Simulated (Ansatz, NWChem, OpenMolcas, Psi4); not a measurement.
## Computed against measured: dipole moment

8 molecules; the dipole moment in D, computed less measured. Shapes, held fixed at every level: PBE0-D4/def2-TZVP. No vibrational averaging. Dipoles are compared by magnitude; molecules under 1 D, whose direction can flip, are left out. Programs: Ansatz 0.2.0, NWChem 7.3.0, OpenMolcas 26.06, Psi4 1.11. A level may come from different programs for different species; with the same settings they agree closely. Measured values: NIST CCCBDB.

Levels: A = BLYP/cc-pVDZ; B = PBE/cc-pVDZ; C = PBE-D4/def2-TZVPP; D = BHLYP/cc-pVDZ.

```tsv
molecule	measured	A	B	C	D
SCl2O2 (SMILES O=S(=O)(Cl)Cl)	1.81	-0.58	-0.62	-0.18	-0.08
C2F3N (cyanotrifluoromethane)	1.33	+0.07	+0.11	+0.15	-0.10
C2H3ClO (acetyl chloride)	2.72	-0.21	-0.15	-0.05	+0.10
C2H3F3 (1,1,1-trifluoroethane)	2.32	-0.39	-0.38	-0.18	-0.01
C2H6O (dimethyl ether)	1.30	-0.30	-0.28	-0.20	-0.03
C3H5Cl (SMILES C/C=C/Cl)	1.97	-0.24	-0.18	-0.16	+0.01
C2H7N (dimethylamine)	1.03	-0.27	-0.24	-0.16	-0.13
C3H6O (acetone)	2.88	-0.34	-0.31	-0.02	+0.02
```

Task: Which level does best on this set, which worst, and which err to one side?

Result: 
```json
{"level": "BLYP/cc-pVDZ", "kind": "GGA", "mean error": "-0.282", "mean absolute error": "0.300", "worst case": "SCl2O2"}
{"level": "PBE/cc-pVDZ", "kind": "GGA", "mean error": "-0.256", "mean absolute error": "0.284", "worst case": "SCl2O2"}
{"level": "PBE-D4/def2-TZVPP", "kind": "GGA", "mean error": "-0.100", "mean absolute error": "0.138", "worst case": "C2H6O"}
{"level": "BHLYP/cc-pVDZ", "kind": "global hybrid", "mean error": "-0.027", "mean absolute error": "0.060", "worst case": "C2H7N"}
```

On this set BHLYP/cc-pVDZ has the smallest mean absolute error and BLYP/cc-pVDZ the largest. BLYP/cc-pVDZ is too low in 7 of 8; PBE/cc-pVDZ is too low in 7 of 8; PBE-D4/def2-TZVPP is too low in 7 of 8. The levels differ in basis as well as in method. The tabulated value of C2F3N is in doubt (older tables, estimates, or at odds with other calculations) and kept here. Over the 7 molecules whose values aren't doubted the mean absolute errors are A 0.333; B 0.309; C 0.136; D 0.054. The largest two are near a tie. The set is small.

Much of the GGA shortfall comes from the basis. D4 leaves the density untouched, so the two PBE columns differ only in basis, and the larger one raises the dipole in every molecule. The gain is greatest for SCl2O2, where the error shrinks from -0.62 to -0.18: sulfur in a high oxidation state needs flexible d polarisation functions to describe its strongly polar bonds to oxygen.

Going from BLYP to BHLYP in the same basis also raises every dipole except that of C2F3N, probably because exact exchange holds more charge on the electronegative atoms. In C2F3N the CF3 and nitrile dipoles oppose each other, so greater bond polarity need not enlarge the total.

The lead of BHLYP/cc-pVDZ therefore probably owes something to cancellation between a functional that favours charge separation and a basis that damps it. Acetyl chloride is already too polar at this level, and a larger basis would probably push it and acetone further up. The ranking doesn't establish BHLYP as the better functional near the basis-set limit.
